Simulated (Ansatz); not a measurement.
Li₂O: what changed settings do

All trials start from this Ansatz input:

```yaml
crystal:
  lattice:
    - [0.0, 2.3268543819, 2.3268543819]
    - [2.3268543819, 0.0, 2.3268543819]
    - [2.3268543819, 2.3268543819, 0.0]
  atoms:
    - { symbol: Li, position: [0.75, 0.75, 0.75] }
    - { symbol: Li, position: [0.25, 0.25, 0.25] }
    - { symbol: O, position: [0.0, 0.0, 0.0] }
basis:
  ecutwfc: 420
kpoints:
  mp_grid: { grid: [6, 6, 6] }
hamiltonian:
  xc: pbe
scf:
  occupations: { method: gaussian, width: 0.1 }
output:
  forces: true
  stress: true
  eigenvalues: true
```

Command:

```bash
ansatz run input.yaml --threads 1 --pin off --max-ram 1331MiB --backend cpu --events-out ev --progress --plain --runs-dir out
```

The run converges in 6 SCF iterations on 16 irreducible k-points: pressure -1.37 GPa, gap on the sampled k-points 4.95 eV.

These settings were drawn at random to show what each does; none of the numbers is a converged property of the crystal. Each trial's input is given as a difference from the reference's; energies are extrapolated to zero smearing where there is one, and pressure is positive in compression.

Question: Trial 1:

```diff
 basis:
+  ecutrho_ratio: 4
 scf:
-  occupations: { method: gaussian, width: 0.1 }
+  occupations: { method: fixed }
 output:
-  forces: true
+  forces: false
```

How does this run end?

Answer: The run converges in 6 SCF iterations on 16 irreducible k-points: the reference's energy to 0.01 meV per atom, pressure -1.37 GPa, gap on the sampled k-points 4.95 eV.

Question: Trial 2:

```diff
 basis:
+  xc_grid: 3
 kpoints:
-  mp_grid: { grid: [6, 6, 6] }
+  mp_grid: { kspacing: 0.88 }
 hamiltonian:
-  xc: pbe
+  xc: pw92
+  hubbard: { sites: [{ species: O, l: p, u_eff: 3.0 }] }
 scf:
+  max_iter: 40
```

How does this run end?

Answer: The run converges in 7 SCF iterations on 4 irreducible k-points: pressure -10.36 GPa, gap on the sampled k-points 6.03 eV. Under a U the state reached may not be the lowest.

Question: Trial 3:

```diff
 kpoints:
-  mp_grid: { grid: [6, 6, 6] }
+  mp_grid: { grid: [4, 4, 4] }
 scf:
-  occupations: { method: gaussian, width: 0.1 }
+  occupations: { method: tetrahedron_uncorrected }
```

What happens?

Answer: The run converges in 6 SCF iterations on 8 irreducible k-points: energy 0.99 meV per atom above the reference, pressure -1.36 GPa, gap on the sampled k-points 4.95 eV. It warns that the printed bands weren't solved further after the SCF.

Question: Trial 4:

```diff
 kpoints:
-  mp_grid: { grid: [6, 6, 6] }
+  mp_grid: { grid: [4, 4, 4], shift: [0.5, 0.5, 0] }
 hamiltonian:
+  hubbard:
+    sites: [{ species: O, l: p, u_eff: 1.8 }]
+    projectors: ortho-atomic
```

What happens?

Answer: The run converges in 7 SCF iterations on 11 irreducible k-points: pressure -2.79 GPa, gap on the sampled k-points 6.01 eV. It warns that the mesh lowers the symmetry.

Question: Trial 5 (volume scaled):

```diff
 crystal:
   lattice:
-    - [0.0, 2.3268543819, 2.3268543819]
-    - [2.3268543819, 0.0, 2.3268543819]
-    - [2.3268543819, 2.3268543819, 0.0]
+    - [0.0, 2.3159446566, 2.3159446566]
+    - [2.3159446566, 0.0, 2.3159446566]
+    - [2.3159446566, 2.3159446566, 0.0]
   atoms:
-    - { symbol: Li, position: [0.75, 0.75, 0.75] }
+    - { symbol: Li, position: [0.75, 0.75, 0.75], spin: 0.5 }
 basis:
-  ecutwfc: 420
+  ecutwfc: "17 Ha"
 kpoints:
-  mp_grid: { grid: [6, 6, 6] }
+  mp_grid: { grid: [4, 1, 1] }
 hamiltonian:
-  xc: pbe
+  xc: rpbe
 scf:
-  occupations: { method: gaussian, width: 0.1 }
+  occupations: { method: gaussian }
+  lower_state_search: "off"
+  mixing: { beta: 0.2, ndim: 4, q_tf: 0.7 }
+  initial_density: { chi_scale: 0, normalization: atom }
+  eigensolver: { kind: davidson }
+  max_iter: 80
+  convergence: { dr2_threshold: "1e-7 eV" }
 output:
+  populations: true
+magnetization:
+  spin_polarized: true
+  magnetic_field: 300
```

What does the program give?

Answer: The run converges in 16 SCF iterations on 3 irreducible k-points: pressure 24.25 GPa, largest force 1.263 eV/Å, gap on the sampled k-points 4.47 eV, cell moment 0.00 μB (in the typed magnetic field). It warns that the starting moments were lost; that the SCF threshold is loose for the stress; that the mesh lowers the symmetry. Forces of RPBE on these PAW sets can be off by 10 %.

Question: Trial 6:

```diff
-basis:
-  ecutwfc: 420
+basis: {}
 kpoints:
-  mp_grid: { grid: [6, 6, 6] }
+  mp_grid: { grid: [3, 5, 6], shift: [0.5, 0.5, 0] }
 hamiltonian:
-  xc: pbe
+  xc: pw92
 scf:
+  convergence: { dr2_threshold: "1e-12 eV" }
 output:
+  dos: { method: smearing }
```

How does this run end?

Answer: The run converges in 7 SCF iterations on 46 irreducible k-points: pressure -8.04 GPa, largest force 0.009 eV/Å, gap on the sampled k-points 4.88 eV. It warns that the mesh lowers the symmetry.

Question: Trial 7:

```diff
 hamiltonian:
-  xc: pbe
+  xc: rpbe
```

What does the program give?

Answer: The run converges in 6 SCF iterations on 16 irreducible k-points: pressure 2.13 GPa, gap on the sampled k-points 5.09 eV.

Question: Trial 8:

```diff
 crystal:
   atoms:
-    - { symbol: Li, position: [0.75, 0.75, 0.75] }
+    - { symbol: Li, position: [0.75, 0.75, 0.75], spin: 2.0 }
 kpoints:
+  band_path: { path: [[0, 0, 0], [0.5, 0, 0], [0.5, 0.5, 0.5]], npoints: 8 }
 scf:
-  occupations: { method: gaussian, width: 0.1 }
+  occupations: { method: gaussian }
+  lower_state_search: "off"
+  convergence: { dr2_threshold: "1e-6 eV" }
+  max_iter: 93
 output:
+  populations: true
+magnetization:
+  spin_polarized: true
+  initial_magnetization: 3.5
+  spin_locking: { lock_magnetization: hard }
```

What does the program give?

Answer: The run converges in 8 SCF iterations on 16 irreducible k-points: energy 5.15 eV per atom above the reference, pressure 72.22 GPa, no gap, cell moment 3.50 μB. It warns that the SCF threshold is loose for the forces; that the SCF threshold is loose for the stress.